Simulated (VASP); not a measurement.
# Zn (I4/mmm) in VASP: further runs

One crystal, Zn, is run at these levels: PBE; tasks: single point.

All numbers are computed with VASP 6.6.1; they aren't measurements. Logs are shortened: lines on timing, memory, paths and dates and some standing lists are left out, and cuts for length are marked.

### Step 1. The cell of the first run

It takes space group I4/mmm (No. 139, tetragonal). Conventional cell: a = 3.138 Å, b = 3.138 Å, c = 3.201 Å, α = 90.00°, β = 90.00°, γ = 90.00°. Zn (site symmetry 4/mmm) has 12 Zn at 2.74 to 3.14 Å as nearest neighbours.

This isn't the form of Zn at room conditions, which is hcp.

### Step 2. Single point, PBE (strain +0.0200 x Voigt [1, 0, 0, 0, 0, 0], atoms carried along)

The input, INCAR:

```
PREC     = Accurate       # precision mode
ENCUT    = 520            # plane-wave cutoff, eV
EDIFF    = 1E-7           # SCF threshold, eV
ISMEAR   = 0              # smearing method
SIGMA    = 0.15           # smearing width, eV
LREAL    = False          # projectors in reciprocal space
LASPH    = True           # aspherical terms in the spheres
NELM     = 100            # most SCF steps
ALGO     = Fast           # electronic algorithm
ISIF     = 2              # what is computed and relaxed
LWAVE    = False          # write WAVECAR
LCHARG   = True           # write CHGCAR
GGA      = PE             # functional
LELF     = True           # ELF
LVHAR    = True         
NBANDS   = 12             # bands
```

The input, KPOINTS:

```
Automatic mesh
0
Gamma
  22 22 22
```

The input, POSCAR:

```
Zn
1.0
   -1.6004177400      1.5690370000      1.5690370000
    1.6004177400     -1.5690370000      1.5690370000
    1.6004177400      1.5690370000     -1.5690370000
Zn
1
Direct
    0.0000000000      0.0000000000      0.0000000000
```

Potentials or basis: VASP PAW PBE potentials, release 64 (Zn).

Started as:

```console
> cat potpaw_PBE.64/Zn/POTCAR > POTCAR
> mpirun -np 1 vasp_std > vasp.out
```

OUTCAR:

```text
PREC = Accurate
   ENCUT = 520
   EDIFF = 1E-7
   ISMEAR = 0
   LREAL = False
   LASPH = True
   NELM = 100
   ISIF = 2
   GGA = PE

 ion  position               nearest neighbor table
   1  0.000  0.000  0.000-

  LATTYP: Found a body centered tetragonal cell.
 ALAT       =     3.1380740000
 C/A-ratio  =     1.0200000000

  Lattice vectors:

 A1 = (  -1.6004177400,   1.5690370000,  -1.5690370000)
 A2 = (  -1.6004177400,  -1.5690370000,   1.5690370000)
 A3 = (   1.6004177400,   1.5690370000,   1.5690370000)

Analysis of symmetry for initial positions (statically):
=====================================================================
 Subroutine PRICEL returns:
 Original cell was already a primitive cell.

 Routine SETGRP: Setting up the symmetry group for a
 body centered tetragonal supercell.

 Subroutine GETGRP returns: Found 16 space group operations
 (whereof 16 operations were pure point group operations)
 out of a pool of 16 trial point group operations.

The static configuration has the point symmetry D_4h.

Analysis of symmetry for dynamics (positions and initial velocities):
=====================================================================
 Subroutine PRICEL returns:
 Original cell was already a primitive cell.

 Routine SETGRP: Setting up the symmetry group for a
 body centered tetragonal supercell.

 Subroutine GETGRP returns: Found 16 space group operations
 (whereof 16 operations were pure point group operations)
 out of a pool of 16 trial point group operations.

The dynamic configuration has the point symmetry D_4h.

 Subroutine INISYM returns: Found 16 space group operations
 (whereof 16 operations are pure point group operations),
 and found     1 'primitive' translations

----------------------------------------------------------------------------------------

                                     Primitive cell

  volume of cell :      15.7601

  direct lattice vectors                    reciprocal lattice vectors
    -1.600417740  1.569037000  1.569037000     0.000000000  0.318666800  0.318666800
     1.600417740 -1.569037000  1.569037000     0.312418431  0.000000000  0.318666800
     1.600417740  1.569037000 -1.569037000     0.312418431  0.318666800  0.000000000

  length of vectors
     2.735889464  2.735889464  2.735889464     0.450662911  0.446266519  0.446266519

  position of ions in fractional coordinates (direct lattice)
     0.000000000  0.000000000  0.000000000

  ion indices of the primitive-cell ions
   primitive index   ion index
                 1           1

----------------------------------------------------------------------------------------

 KPOINTS: Automatic mesh

Automatic generation of k-mesh.
 Grid dimensions read from file:
 generate k-points for:   22   22   22

 Generating k-lattice:

  Cartesian coordinates                     Fractional coordinates (reciprocal lattice)
     0.000000000  0.014484855  0.014484855     0.045454545  0.000000000  0.000000000
     0.014200838  0.000000000  0.014484855     0.000000000  0.045454545  0.000000000
     0.014200838  0.014484855  0.000000000     0.000000000  0.000000000  0.045454545

  Length of vectors
     0.020484678  0.020284842  0.020284842

  Shift w.r.t. Gamma in fractional coordinates (k-lattice)
     0.000000000  0.000000000  0.000000000

 Subroutine IBZKPT returns following result:
 ===========================================

 Found    834 irreducible k-points:

 Following reciprocal coordinates:
            Coordinates               Weight
  0.000000  0.000000  0.000000      1.000000
  0.045455  0.000000  0.000000      4.000000
  0.090909  0.000000  0.000000      4.000000
  0.136364  0.000000  0.000000      4.000000
  0.181818  0.000000  0.000000      4.000000
  0.227273  0.000000  0.000000      4.000000
[... 16 lines left out ...]
  0.454545  0.045455  0.000000     16.000000
  0.000000  0.090909  0.000000      8.000000
 [... further k-points ...]
   k-points           NKPTS =    834   k-points in BZ     NKDIM =    834   number of bands    NBANDS=     12
   number of dos      NEDOS =    301   number of ions     NIONS =      1
   total plane-waves  NPLWV =   8000
   dimension x,y,z NGX =    20 NGY =   20 NGZ =   20
   dimension x,y,z NGXF=    40 NGYF=   40 NGZF=   40
   ions per type =               1
   NGX,Y,Z   is equivalent  to a cutoff of  12.15, 12.15, 12.15 a.u.
   NGXF,Y,Z  is equivalent  to a cutoff of  24.31, 24.31, 24.31 a.u.
 SYSTEM =  unknown system
   PREC   = accura    normal or accurate (medium, high low for compatibility)
   ISTART =      0    job   : 0-new  1-cont  2-samecut
   ICHARG =      2    charge: 1-file 2-atom 10-const
   ISPIN  =      1    spin polarized calculation?
   LNONCOLLINEAR =      F non collinear calculations
   LSORBIT =      F    spin-orbit coupling
   LASPH  =      T    aspherical Exc in radial PAW
   ENCUT  =  520.0 eV  38.22 Ry    6.18 a.u.   5.09  5.09  5.09*2*pi/ulx,y,z
   NELM   =    100;   NELMIN=  2; NELMDL= -5     # of ELM steps
   EDIFF  = 0.1E-06   stopping-criterion for ELM
   LREAL  =      F    real-space projection
   EDIFFG = 0.1E-05   stopping-criterion for IOM
   NSW    =      0    number of steps for IOM
   IBRION =     -1    ionic relax: 0-MD 1-quasi-New 2-CG
   NFREE  =      0    steps in history (QN), initial steepest desc. (CG)
   ISIF   =      2    stress and relaxation
   ISYM   =      2    0-nonsym 1-usesym 2-fastsym
   POTIM  = 0.5000    time-step for ionic-motion
   TEBEG  =    0.0;   TEEND  =   0.0 temperature during run
   PSTRESS=    0.0 pullay stress
   NELECT =      12.0000    total number of electrons
   NUPDOWN=      -1.0000    fix difference up-down
   EMIN   =  10.00;   EMAX   =-10.00  energy-range for DOS
   EFERMI =   0.00;   METHOD = LEGACY
   ISMEAR =     0;   SIGMA  =   0.15  broadening in eV -4-tet -1-fermi 0-gaus
   EFERMI_NEDOS =   21; number of points for ismear=-14 and -15
   IALGO  =     68    algorithm
   IMIX   =      4    mixing-type and parameters
     AMIX     =   0.40;   BMIX     =  1.00
     AMIX_MAG =   1.60;   BMIX_MAG =  1.00
  volume/ion in A,a.u.               =      15.76       106.35
  Fermi-wavevector in a.u.,A,eV,Ry     =   1.494911  2.824972 30.405741  2.234759
  Thomas-Fermi vector in A             =   2.607123
   LORBIT       =      0    0 simple, 1 ext, 2 COOP (PROOUT), +10 PAW based schemes
   GGA     = PE    functional components
   LHFCALC =     F    Hartree Fock is set to
   AEXX    =    0.0000 exact exchange contribution
   IVDW    =     0    specifies the selected vdW correction
   LEPSILON=     F    determine dielectric tensor
   LRPA    =     F    only Hartree local field effects (RPA)
 non-spin polarized calculation
 RMM-DIIS sequential band-by-band and
 Gauss-broadening in eV      SIGMA  =   0.15
  energy-cutoff  :      520.00
  volume of cell :       15.76
 maximum number of plane-waves:       438
   NGX = 11   NGY = 11   NGZ = 11

 number of electron      12.0000008 magnetization

 Free energy of the ion-electron system (eV)
  ---------------------------------------------------
  ext. energy  EPLUGINS =         0.00000000
  ---------------------------------------------------
  free energy    TOTEN  =        -1.02498510 eV

  energy without entropy =       -1.02137345  energy(sigma->0) =       -1.02317928

 E-fermi :   2.9716     XC(G=0): -11.3804

 val. band max:        2.9701194323   @ k =   0.1818   0.4091   0.0455
 cond. band min:       2.9724678032   @ k =   0.0909   0.5000   0.0000
 fundamental gap:      0.0023483708
 Fermi energy:         2.9716199526

 k-point     1 :       0.0000    0.0000    0.0000
  band No.  band energies     occupation
      1      -7.2307      2.00000
      2      -4.7632      2.00000
      3      -4.7632      2.00000
      4      -4.7296      2.00000
      5      -4.2892      2.00000
      6      -4.2594      2.00000
      7      21.4159      0.00000
      8      21.6354      0.00000
      9      21.6354      0.00000
     10      23.2532      0.00000
     11      23.6574      0.00000
     12      23.6574      0.00000

 k-point     2 :       0.0455    0.0000    0.0000
  band No.  band energies     occupation
      1      -7.1654      2.00000
      2      -4.7694      2.00000
      3      -4.7482      2.00000
      4      -4.7286      2.00000
      5      -4.2884      2.00000
      6      -4.2650      2.00000
      7      20.8821      0.00000
      8      20.8861      0.00000
      9      21.2696      0.00000
     10      22.5730      0.00000
     11      22.6506      0.00000
     12      23.5160      0.00000

 k-point     3 :       0.0909    0.0000    0.0000
  band No.  band energies     occupation
      1      -6.9714      2.00000
      2      -4.7875      2.00000
      3      -4.7252      2.00000
      4      -4.7041      2.00000
      5      -4.2858      2.00000
      6      -4.2799      2.00000
      7      18.8613      0.00000
      8      19.8426      0.00000
      9      20.4155      0.00000
     10      21.7406      0.00000
     11      21.8343      0.00000
     12      23.5679      0.00000
[... 286 lines left out ...]
 k-point    23 :       0.4545    0.0455    0.0000
  band No.  band energies     occupation
      1      -5.3428      2.00000
      2      -5.0594      2.00000
      3      -4.2791      2.00000
      4      -4.2412      2.00000
      5      -3.9735      2.00000
      6       0.2593      2.00000
      7       2.3816      2.00000
      8      13.3166      0.00000
      9      14.7466      0.00000
     10      18.2998      0.00000
     11      19.6611      0.00000
     12      29.7810      0.00000

 k-point    24 :       0.0000    0.0909    0.0000
  band No.  band energies     occupation
      1      -6.9765      2.00000
      2      -4.7716      2.00000
      3      -4.7564      2.00000
      4      -4.6858      2.00000
      5      -4.3060      2.00000
      6      -4.2631      2.00000
      7      18.4066      0.00000
      8      20.1181      0.00000
      9      20.6134      0.00000
     10      22.1176      0.00000
     11      22.1419      0.00000
     12      23.0819      0.00000

 [... further k-points ...]

------------------------ aborting loop because EDIFF is reached ----------------------------------------

  FORCE on cell =-STRESS in cart. coord.  units (eV):
  Direction    XX          YY          ZZ          XY          YZ          ZX
  --------------------------------------------------------------------------------------
  -------------------------------------------------------------------------------------
  Total       -0.0592750     -0.1319273     -0.1319273      0.0000000      0.0000000      0.0000000
  in kB       -6.0259070    -13.4117503    -13.4117503      0.0000000      0.0000000      0.0000000
  external PRESSURE =     -10.9498026 kB  Pullay stress =       0.0000000 kB

 VOLUME and BASIS-vectors are now :
 -----------------------------------------------------------------------------
  energy-cutoff  :      520.00
  volume of cell :       15.76
      direct lattice vectors                 reciprocal lattice vectors
    -1.600417740  1.569037000  1.569037000     0.000000000  0.318666800  0.318666800
     1.600417740 -1.569037000  1.569037000     0.312418431  0.000000000  0.318666800
     1.600417740  1.569037000 -1.569037000     0.312418431  0.318666800  0.000000000

 POSITION                                       TOTAL-FORCE (eV/Angst)
 -----------------------------------------------------------------------------------
      0.00000      0.00000      0.00000         0.000000     -0.000000     -0.000000
 -----------------------------------------------------------------------------------
    total drift:                                0.000000     -0.000000      0.000000

  FREE ENERGIE OF THE ION-ELECTRON SYSTEM (eV)
  ---------------------------------------------------
  free  energy   TOTEN  =        -1.0249851020 eV

  energy  without entropy=       -1.0213734531  energy(sigma->0) =       -1.02317928
```

Run time: 65 s. Hardware: 1 thread of AMD EPYC 9R45 (Zen 5), shared host; peak memory 0.22 GiB.

What came out:

* Free energy: -1.0250 eV
* Pressure: -1.1 GPa
* Band gap on the k mesh: none (metal or under the smearing width)

### Step 3. Single point, PBE (strain +0.0300 x Voigt [1, 0, 0, 0, 0, 0], atoms carried along)

The input, INCAR:

```
ALGO = Fast
EDIFF = 1E-6
ENCUT = 520
GGA = PE
ISIF = 2
ISMEAR = 0
LASPH = True
LCHARG = False
LREAL = False
LWAVE = False
NBANDS = 12
NELM = 100
PREC = Accurate
SIGMA = 0.15
```

The input, KPOINTS:

```
k-points
0
Gamma
  22 22 22
```

The input, POSCAR:

```
Zn
1.0
   -1.6161081100      1.5690370000      1.5690370000
    1.6161081100     -1.5690370000      1.5690370000
    1.6161081100      1.5690370000     -1.5690370000
Zn
1
Direct
    0.0000000000      0.0000000000      0.0000000000
```

Potentials or basis: VASP PAW PBE potentials, release 64 (Zn).

Started as:

```console
> cat potpaw_PBE.64/Zn/POTCAR > POTCAR
> mpirun -np 1 vasp_std > vasp.out
```

Wall time 59 s (1 thread of AMD EPYC 9R45 (Zen 5), shared host); peak memory 0.21 GiB.

Results (log left out):

| Item | Value |
| --- | --- |
| Free energy | -1.0241 eV |
| Pressure | -1.8 GPa |
| Band gap on the k mesh | none (metal or under the smearing width) |

Stress tensor (GPa, compression positive):
```
-1.09  0.00  0.00
 0.00 -2.09  0.00
 0.00  0.00 -2.09
```

Levels at points of the mesh, in eV from the Fermi level:
| k point | band 3 | band 4 | band 5 | band 6 | band 7 | band 8 | band 9 | band 10 |
| --- | --- | --- | --- | --- | --- | --- | --- | --- |
| (0.00, 0.00, 0.00) | -7.70 | -7.65 | -7.24 | -7.20 | 18.22 | 18.52 | 18.52 | 20.10 |
| (0.50, 0.00, 0.00) | -7.21 | -7.17 | -6.90 | -2.43 | -0.87 | 10.62 | 11.96 | 14.59 |
| (0.00, 0.50, 0.00) | -7.27 | -7.19 | -6.91 | -2.59 | -1.15 | 11.23 | 12.69 | 15.22 |
| (0.50, 0.50, 0.50) | -6.99 | -6.97 | -6.97 | 3.55 | 4.41 | 4.41 | 6.89 | 8.39 |
